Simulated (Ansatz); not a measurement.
The system is P.

```xyz
4
Lattice="1.6477 -5.4650 0.0000 1.6477 5.4650 0.0000 0.0000 0.0000 4.5436" Properties=species:S:1:pos:R:3 pbc="T T T"
P     1.6477   -4.4173    2.6754
P     1.6477    4.4173    1.8683
P     1.6477   -1.0477    0.4035
P     1.6477    1.0477    4.1401
```

Base run:

```yaml
Program: Ansatz 0.2.0
Functional: HSE06 form with a typed share of exact exchange
Potentials_or_basis: Ansatz PAW
Cutoff: "420 eV (not typed: the program's choice for these potentials)"
k_mesh: 5 × 5 × 4
Occupations: fermi-dirac, width 0.05 eV
Spin: no spin polarisation
```

Its results: band gap on the k mesh 1.29 eV, direct; pressure -0.9 GPa; largest force 0.193 eV/Å.

Task: The run is repeated on the same cell with these changes: share of exact exchange from 0.35 to 0.15. What comes out?

Result: Band gap on the k mesh 0.78 eV, direct; pressure 0.8 GPa; largest force 0.183 eV/Å.

Caveats: odd divisions of the mesh miss points on the zone boundary, where band edges often lie, so the gap on the mesh can be too wide; the PAW data sets come from PBE, with cores solved anew for the run's functional, which leaves a small shift of forces and pressure; the thresholds are loose for stress.

A k mesh can miss the band edges.
